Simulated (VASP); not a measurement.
# In (P6_3/mmc) in VASP: notebook

Runs on In. Level: PBE. Tasks: single point.

All numbers are computed with VASP 6.6.1; they aren't measurements. Logs are shortened: lines on timing, memory, paths and dates and some standing lists are left out, and cuts for length are marked.

### Step 1. The crystal as given

It takes space group P6_3/mmc (No. 194, hexagonal). The conventional cell has a = 3.335 Å, b = 3.335 Å, c = 5.509 Å, α = 90.00°, β = 90.00°, γ = 120.00°. Around In (site symmetry -6m2) lie 12 In at 3.34 to 3.36 Å.

This isn't the form of In at room conditions, which is tetragonal.

### Step 2. Single point, PBE

The input, INCAR:

```
  PREC = Accurate
  ENCUT = 350
  EDIFF = 1E-6
  ISMEAR = 1
  SIGMA = 0.2
  LREAL = False
  LASPH = True
  NELM = 100
  ALGO = Normal
  ISIF = 2
  LWAVE = False
  LCHARG = False
  GGA = PE
  NBANDS = 20
  ADDGRID = False
```

The input, KPOINTS:

```
regular mesh
0
Gamma
  10 10 5
```

The input, POSCAR:

```
In
1.0
    3.3354847820      0.0000000000      0.0000000000
   -1.6677423910      2.8886145552      0.0000000000
    0.0000000000      0.0000000000      5.5091429200
In
2
Direct
    0.6666666667      0.3333333333      0.7500000000
    0.3333333333      0.6666666667      0.2500000000
```

Potentials or basis: VASP PAW PBE potentials, release 64 (In_d).

On the command line:

```sh
$ cat potpaw_PBE.64/In_d/POTCAR > POTCAR
$ mpirun -np 1 vasp_std > vasp.out
```

OUTCAR:

```text
PREC = Accurate
   ENCUT = 350
   EDIFF = 1E-6
   ISMEAR = 1
   LREAL = False
   LASPH = True
   NELM = 100
   ISIF = 2
   GGA = PE

 Found     42 irreducible k-points:

 Following reciprocal coordinates:
            Coordinates               Weight
  0.000000  0.000000  0.000000      1.000000
  0.100000  0.000000  0.000000      6.000000
  0.200000  0.000000  0.000000      6.000000
  0.300000  0.000000  0.000000      6.000000
  0.400000  0.000000  0.000000      6.000000
  0.500000  0.000000  0.000000      3.000000
   k-points           NKPTS =     42   k-points in BZ     NKDIM =     42   number of bands    NBANDS=     20
   number of dos      NEDOS =    301   number of ions     NIONS =      2
   total plane-waves  NPLWV =  14400
   dimension x,y,z NGX =    20 NGY =   20 NGZ =   36
   dimension x,y,z NGXF=    40 NGYF=   40 NGZF=   72
   ions per type =               2
   NGX,Y,Z   is equivalent  to a cutoff of   9.97,  9.97, 10.86 a.u.
   NGXF,Y,Z  is equivalent  to a cutoff of  19.94, 19.94, 21.73 a.u.
 SYSTEM =  unknown system
   PREC   = accura    normal or accurate (medium, high low for compatibility)
   ISTART =      0    job   : 0-new  1-cont  2-samecut
   ICHARG =      2    charge: 1-file 2-atom 10-const
   ISPIN  =      1    spin polarized calculation?
   LNONCOLLINEAR =      F non collinear calculations
   LSORBIT =      F    spin-orbit coupling
   LASPH  =      T    aspherical Exc in radial PAW
   ENCUT  =  350.0 eV  25.72 Ry    5.07 a.u.   5.09  5.09  8.40*2*pi/ulx,y,z
   NELM   =    100;   NELMIN=  2; NELMDL= -5     # of ELM steps
   EDIFF  = 0.1E-05   stopping-criterion for ELM
[... 18 lines left out ...]
     AMIX     =   0.40;   BMIX     =  1.00
     AMIX_MAG =   1.60;   BMIX_MAG =  1.00
  volume/ion in A,a.u.               =      26.54       179.10
  Fermi-wavevector in a.u.,A,eV,Ry     =   1.290491  2.438675 22.658704  1.665368
  Thomas-Fermi vector in A             =   2.422320
   LORBIT       =      0    0 simple, 1 ext, 2 COOP (PROOUT), +10 PAW based schemes
   GGA     = PE    functional components
[... 5 lines left out ...]
 non-spin polarized calculation
 Methfessel and Paxton  Order N= 1 SIGMA  =   0.20
  energy-cutoff  :      350.00
  volume of cell :       53.08
 maximum number of plane-waves:       802
   NGX = 11   NGY = 11   NGZ = 17

 number of electron      26.0000024 magnetization

 Free energy of the ion-electron system (eV)
  ---------------------------------------------------
  ext. energy  EPLUGINS =         0.00000000
  ---------------------------------------------------
  free energy    TOTEN  =        -5.09408930 eV

  energy without entropy =       -5.09099156  energy(sigma->0) =       -5.09305672

 E-fermi :   7.3617     XC(G=0): -10.1870

 val. band max:        7.3479251481   @ k =   0.3000   0.1000   0.4000
 cond. band min:       7.4330657159   @ k =   0.3000   0.0000   0.2000
 fundamental gap:      0.0851405677
 Fermi energy:         7.3616917645

 k-point     1 :       0.0000    0.0000    0.0000
  band No.  band energies     occupation
      1      -7.3177      2.00000
      2      -7.2629      2.00000
      3      -7.2318      2.00000
      4      -7.2318      2.00000
      5      -7.2053      2.00000
      6      -7.2053      2.00000
[... 12 lines left out ...]
     19      18.2518      0.00000
     20      18.7316      0.00000

 k-point     2 :       0.1000    0.0000    0.0000
  band No.  band energies     occupation
      1      -7.3086      2.00000
      2      -7.2665      2.00000
      3      -7.2178      2.00000
      4      -7.2040      2.00000
      5      -7.2006      2.00000
      6      -7.1789      2.00000
[... 12 lines left out ...]
     19      18.3024      0.00000
     20      19.4931      0.00000

 k-point     3 :       0.2000    0.0000    0.0000
  band No.  band energies     occupation
      1      -7.3377      2.00000
      2      -7.2410      2.00000
      3      -7.2147      2.00000
      4      -7.1961      2.00000
      5      -7.1733      2.00000
      6      -7.1407      2.00000
[... 12 lines left out ...]
     19      17.6181      0.00000
     20      18.8556      0.00000

 k-point     4 :       0.3000    0.0000    0.0000
  band No.  band energies     occupation
      1      -7.3884      2.00000
      2      -7.2594      2.00000
      3      -7.2586      2.00000
      4      -7.2030      2.00000
      5      -7.1635      2.00000
      6      -7.0818      2.00000
[... 12 lines left out ...]
     19      16.6282      0.00000
     20      18.2818      0.00000

 k-point     5 :       0.4000    0.0000    0.0000
  band No.  band energies     occupation
      1      -7.4289      2.00000
      2      -7.3142      2.00000
      3      -7.2818      2.00000
      4      -7.2254      2.00000
      5      -7.1182      2.00000
      6      -7.1157      2.00000
[... 12 lines left out ...]
     19      15.9229      0.00000
     20      17.7321      0.00000

 k-point     6 :       0.5000    0.0000    0.0000
  band No.  band energies     occupation
      1      -7.4442      2.00000
      2      -7.3356      2.00000
      3      -7.2914      2.00000
      4      -7.2337      2.00000
      5      -7.1275      2.00000
      6      -7.1016      2.00000
[... 12 lines left out ...]
     19      15.6748      0.00000
     20      17.5405      0.00000

 [... further k-points ...]

------------------------ aborting loop because EDIFF is reached ----------------------------------------

  FORCE on cell =-STRESS in cart. coord.  units (eV):
  Direction    XX          YY          ZZ          XY          YZ          ZX
  --------------------------------------------------------------------------------------
  -------------------------------------------------------------------------------------
  Total        0.0801230      0.0801230      0.8160894      0.0000000      0.0000000      0.0000000
  in kB        2.4184400      2.4184400     24.6329113      0.0000000      0.0000000      0.0000000
  external PRESSURE =       9.8232638 kB  Pullay stress =       0.0000000 kB

 VOLUME and BASIS-vectors are now :
 -----------------------------------------------------------------------------
  energy-cutoff  :      350.00
  volume of cell :       53.08
      direct lattice vectors                 reciprocal lattice vectors
     3.335484782  0.000000000  0.000000000     0.299806495  0.173093360  0.000000000
    -1.667742391  2.888614555  0.000000000     0.000000000  0.346186721  0.000000000
     0.000000000  0.000000000  5.509142920     0.000000000  0.000000000  0.181516438

 POSITION                                       TOTAL-FORCE (eV/Angst)
 -----------------------------------------------------------------------------------
      1.66774      0.96287      4.13186        -0.000000      0.000000      0.000000
     -0.00000      1.92574      1.37729         0.000000      0.000000      0.000000
 -----------------------------------------------------------------------------------
    total drift:                                0.000000     -0.000000      0.000000

  FREE ENERGIE OF THE ION-ELECTRON SYSTEM (eV)
  ---------------------------------------------------
  free  energy   TOTEN  =        -5.0940892973 eV

  energy  without entropy=       -5.0909915609  energy(sigma->0) =       -5.09305672
```

Wall time 8.5 s (1 thread of Intel Xeon 6975P-C (Granite Rapids), shared host); peak memory 0.14 GiB.

These settings aren't checked as converged: the numbers below hold their error.

Results:

```
Free energy            : -5.0941 eV
Pressure               : 1.0 GPa
Band gap on the k mesh : none (metal or under the smearing width)
```

### Step 3. Single point, PBE

INCAR, as its differences from that of step 2:

```diff
@@ -1,3 +1,3 @@
   PREC = Accurate
-  ENCUT = 350
+  ENCUT = 600
   EDIFF = 1E-6
```

The input, KPOINTS:

```
regular mesh
0
Gamma
  8 8 4
```

POSCAR is that of step 2.

Potentials or basis: VASP PAW PBE potentials, release 64 (In_d).

On the command line:

```sh
$ cat potpaw_PBE.64/In_d/POTCAR > POTCAR
$ mpirun -np 1 vasp_std > vasp.out
```

Run time: 15 s. Hardware: 1 thread of Intel Xeon 6975P-C (Granite Rapids), shared host; peak memory 0.19 GiB.

These settings aren't checked as converged: the numbers below hold their error.

What came out:

```
Free energy            : -5.0096 eV
Pressure               : 1.5 GPa
Band gap on the k mesh : none (metal or under the smearing width)
```

### Step 4. Single point, PBE

INCAR, as its differences from that of step 3:

```diff
@@ -1,3 +1,3 @@
   PREC = Accurate
-  ENCUT = 600
+  ENCUT = 400
   EDIFF = 1E-6
```

The input, KPOINTS:

```
regular mesh
0
Gamma
  10 10 5
```

POSCAR is that of step 3.

Potentials or basis: VASP PAW PBE potentials, release 64 (In_d).

On the command line:

```sh
$ cat potpaw_PBE.64/In_d/POTCAR > POTCAR
$ mpirun -np 1 vasp_std > vasp.out
```

OUTCAR:

```text
PREC = Accurate
   ENCUT = 400
   EDIFF = 1E-6
   ISMEAR = 1
   LREAL = False
   LASPH = True
   NELM = 100
   ISIF = 2
   GGA = PE

 Found     42 irreducible k-points:

 Following reciprocal coordinates:
            Coordinates               Weight
  0.000000  0.000000  0.000000      1.000000
  0.100000  0.000000  0.000000      6.000000
  0.200000  0.000000  0.000000      6.000000
  0.300000  0.000000  0.000000      6.000000
  0.400000  0.000000  0.000000      6.000000
  0.500000  0.000000  0.000000      3.000000
   k-points           NKPTS =     42   k-points in BZ     NKDIM =     42   number of bands    NBANDS=     20
   number of dos      NEDOS =    301   number of ions     NIONS =      2
   total plane-waves  NPLWV =  20736
   dimension x,y,z NGX =    24 NGY =   24 NGZ =   36
   dimension x,y,z NGXF=    48 NGYF=   48 NGZF=   72
   ions per type =               2
   NGX,Y,Z   is equivalent  to a cutoff of  11.96, 11.96, 10.86 a.u.
   NGXF,Y,Z  is equivalent  to a cutoff of  23.92, 23.92, 21.73 a.u.
 SYSTEM =  unknown system
   PREC   = accura    normal or accurate (medium, high low for compatibility)
   ISTART =      0    job   : 0-new  1-cont  2-samecut
   ICHARG =      2    charge: 1-file 2-atom 10-const
   ISPIN  =      1    spin polarized calculation?
   LNONCOLLINEAR =      F non collinear calculations
   LSORBIT =      F    spin-orbit coupling
   LASPH  =      T    aspherical Exc in radial PAW
   ENCUT  =  400.0 eV  29.40 Ry    5.42 a.u.   5.44  5.44  8.98*2*pi/ulx,y,z
   NELM   =    100;   NELMIN=  2; NELMDL= -5     # of ELM steps
   EDIFF  = 0.1E-05   stopping-criterion for ELM
[... 18 lines left out ...]
     AMIX     =   0.40;   BMIX     =  1.00
     AMIX_MAG =   1.60;   BMIX_MAG =  1.00
  volume/ion in A,a.u.               =      26.54       179.10
  Fermi-wavevector in a.u.,A,eV,Ry     =   1.290491  2.438675 22.658704  1.665368
  Thomas-Fermi vector in A             =   2.422320
   LORBIT       =      0    0 simple, 1 ext, 2 COOP (PROOUT), +10 PAW based schemes
   GGA     = PE    functional components
[... 5 lines left out ...]
 non-spin polarized calculation
 Methfessel and Paxton  Order N= 1 SIGMA  =   0.20
  energy-cutoff  :      400.00
  volume of cell :       53.08
 maximum number of plane-waves:       990
 NGX is ok and might be reduce to    24
   NGX = 11   NGY = 11   NGZ = 17

 number of electron      25.9999991 magnetization

 Free energy of the ion-electron system (eV)
  ---------------------------------------------------
  ext. energy  EPLUGINS =         0.00000000
  ---------------------------------------------------
  free energy    TOTEN  =        -5.09632401 eV

  energy without entropy =       -5.09323786  energy(sigma->0) =       -5.09529529

 E-fermi :   7.3618     XC(G=0): -10.1871

 val. band max:        7.3480374864   @ k =   0.3000   0.1000   0.4000
 cond. band min:       7.4333094885   @ k =   0.3000   0.0000   0.2000
 fundamental gap:      0.0852720021
 Fermi energy:         7.3617869859

 k-point     1 :       0.0000    0.0000    0.0000
  band No.  band energies     occupation
      1      -7.3230      2.00000
      2      -7.2688      2.00000
      3      -7.2376      2.00000
      4      -7.2376      2.00000
      5      -7.2111      2.00000
      6      -7.2111      2.00000
[... 12 lines left out ...]
     19      18.2513      0.00000
     20      18.7310      0.00000

 k-point     2 :       0.1000    0.0000    0.0000
  band No.  band energies     occupation
      1      -7.3141      2.00000
      2      -7.2724      2.00000
      3      -7.2237      2.00000
      4      -7.2099      2.00000
      5      -7.2065      2.00000
      6      -7.1848      2.00000
[... 12 lines left out ...]
     19      18.3023      0.00000
     20      19.4934      0.00000

 k-point     3 :       0.2000    0.0000    0.0000
  band No.  band energies     occupation
      1      -7.3437      2.00000
      2      -7.2468      2.00000
      3      -7.2205      2.00000
      4      -7.2022      2.00000
      5      -7.1795      2.00000
      6      -7.1466      2.00000
[... 12 lines left out ...]
     19      17.6189      0.00000
     20      18.8556      0.00000

 k-point     4 :       0.3000    0.0000    0.0000
  band No.  band energies     occupation
      1      -7.3942      2.00000
      2      -7.2650      2.00000
      3      -7.2644      2.00000
      4      -7.2090      2.00000
      5      -7.1692      2.00000
      6      -7.0876      2.00000
[... 12 lines left out ...]
     19      16.6288      0.00000
     20      18.2818      0.00000

 k-point     5 :       0.4000    0.0000    0.0000
  band No.  band energies     occupation
      1      -7.4347      2.00000
      2      -7.3199      2.00000
      3      -7.2876      2.00000
      4      -7.2313      2.00000
      5      -7.1239      2.00000
      6      -7.1213      2.00000
[... 12 lines left out ...]
     19      15.9235      0.00000
     20      17.7321      0.00000

 k-point     6 :       0.5000    0.0000    0.0000
  band No.  band energies     occupation
      1      -7.4500      2.00000
      2      -7.3415      2.00000
      3      -7.2971      2.00000
      4      -7.2395      2.00000
      5      -7.1330      2.00000
      6      -7.1070      2.00000
[... 12 lines left out ...]
     19      15.6754      0.00000
     20      17.5405      0.00000

 [... further k-points ...]

------------------------ aborting loop because EDIFF is reached ----------------------------------------

  FORCE on cell =-STRESS in cart. coord.  units (eV):
  Direction    XX          YY          ZZ          XY          YZ          ZX
  --------------------------------------------------------------------------------------
  -------------------------------------------------------------------------------------
  Total        0.2201471      0.2201471      0.9584858      0.0000000      0.0000000      0.0000000
  in kB        6.6449393      6.6449393     28.9310150      0.0000000      0.0000000      0.0000000
  external PRESSURE =      14.0736312 kB  Pullay stress =       0.0000000 kB

 VOLUME and BASIS-vectors are now :
 -----------------------------------------------------------------------------
  energy-cutoff  :      400.00
  volume of cell :       53.08
      direct lattice vectors                 reciprocal lattice vectors
     3.335484782  0.000000000  0.000000000     0.299806495  0.173093360  0.000000000
    -1.667742391  2.888614555  0.000000000     0.000000000  0.346186721  0.000000000
     0.000000000  0.000000000  5.509142920     0.000000000  0.000000000  0.181516438

 POSITION                                       TOTAL-FORCE (eV/Angst)
 -----------------------------------------------------------------------------------
      1.66774      0.96287      4.13186         0.000000     -0.000000      0.000000
     -0.00000      1.92574      1.37729        -0.000000      0.000000      0.000000
 -----------------------------------------------------------------------------------
    total drift:                                0.000000     -0.000000      0.000000

  FREE ENERGIE OF THE ION-ELECTRON SYSTEM (eV)
  ---------------------------------------------------
  free  energy   TOTEN  =        -5.0963240130 eV

  energy  without entropy=       -5.0932378561  energy(sigma->0) =       -5.09529529
```

OSZICAR:

```text
N       E                     dE             d eps       ncg     rms          rms(c)
DAV:   1     0.194537839567E+03    0.19454E+03   -0.11407E+04  1700   0.154E+03
DAV:   2     0.868849916280E+01   -0.18585E+03   -0.18283E+03  1708   0.340E+02
DAV:   3    -0.476323006635E+01   -0.13452E+02   -0.13389E+02  1936   0.110E+02
DAV:   4    -0.512992761146E+01   -0.36670E+00   -0.36656E+00  2060   0.197E+01
DAV:   5    -0.515025373004E+01   -0.20326E-01   -0.20325E-01  2492   0.370E+00    0.322E+00
DAV:   6    -0.510574328623E+01    0.44510E-01   -0.78402E-02  2236   0.462E+00    0.151E+00
DAV:   7    -0.509689380823E+01    0.88495E-02   -0.23968E-02  2296   0.228E+00    0.348E-01
DAV:   8    -0.509630033494E+01    0.59347E-03   -0.17397E-03  2060   0.550E-01    0.382E-02
DAV:   9    -0.509631719303E+01   -0.16858E-04   -0.50020E-05  2560   0.502E-02    0.179E-02
DAV:  10    -0.509632283318E+01   -0.56401E-05   -0.69704E-06  2268   0.363E-02    0.807E-03
DAV:  11    -0.509632414294E+01   -0.13098E-05   -0.14886E-06  1444   0.112E-02    0.195E-03
DAV:  12    -0.509632401299E+01    0.12995E-06   -0.94931E-08   928   0.392E-03
   1 F= -.50963240E+01 E0= -.50952953E+01  d E =-.308616E-02
```

Wall time 10 s (1 thread of Intel Xeon 6975P-C (Granite Rapids), shared host); peak memory 0.16 GiB.

The run converged, but some of its settings lie outside the range that counts as converged, so its numbers aren't taken as properties of the crystal.

Results:

```yaml
Free_energy: -5.0963 eV
Pressure: 1.4 GPa
Band_gap_on_the_k_mesh: none (metal or under the smearing width)
```

### Step 5. Single point, PBE

INCAR, as its differences from that of step 4:

```diff
@@ -1,3 +1,3 @@
   PREC = Accurate
-  ENCUT = 400
+  ENCUT = 350
   EDIFF = 1E-6
```

The input, KPOINTS:

```
regular mesh
0
Gamma
  11 11 6
```

POSCAR is that of step 4.

On the command line:

```sh
$ cat potpaw_PBE.64/In_d/POTCAR > POTCAR
$ mpirun -np 1 vasp_std > vasp.out
```

It took 12 s on 1 thread of Intel Xeon 6975P-C (Granite Rapids), shared host; peak memory 0.15 GiB.

The run converged, but some of its settings lie outside the range that counts as converged, so its numbers aren't taken as properties of the crystal.

What came out:

```yaml
Free_energy: -5.1050 eV
Pressure: 1.1 GPa
Band_gap_on_the_k_mesh: none (metal or under the smearing width)
```
